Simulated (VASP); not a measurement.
C, 4 atoms in the cell. Symmetry: P6_3/mmc, No. 194, hexagonal system. The conventional cell has a = 2.465 Å, b = 2.465 Å, c = 6.691 Å, α = 90.00°, β = 90.00°, γ = 120.00°. C (site symmetry -6m2) has 3 C at 1.42 Å as nearest neighbours. C (site symmetry -6m2) is surrounded by 3 C at 1.42 Å. 

* Program: VASP 6.6.1
* Task: relaxation of cell and atoms
* Functional: PBE
* Dispersion: D3(BJ)
* Potentials or basis: VASP PAW PBE potentials, release 64 (C)
* Cutoff: 600 eV
* k mesh: 12 × 12 × 4
* Occupations: gaussian, width 0.03 eV
* Spin: no spin polarisation
* Further INCAR settings: ALGO = Normal; EDIFF = 1e-07; IBRION = 2; EDIFFG = -0.005; NSW = 90; ISIF = 3

Potentials or basis: VASP PAW PBE potentials, release 64 (C).

Run with:

```sh
$ cat potpaw_PBE.64/C/POTCAR > POTCAR
$ mpirun -np 4 vasp_std > vasp.out
```

Hardware: 4 MPI ranks on AMD EPYC 9R45 96-Core Processor (Zen 5), on a shared host.

Problem. Estimate the wall time of this run.

Solution. It took 12 s on 4 MPI ranks on AMD EPYC 9R45 96-Core Processor (Zen 5), on a shared host, peak memory 0.15 GiB a rank. Counts: scf iterations 36, k points 57, ion steps 6.
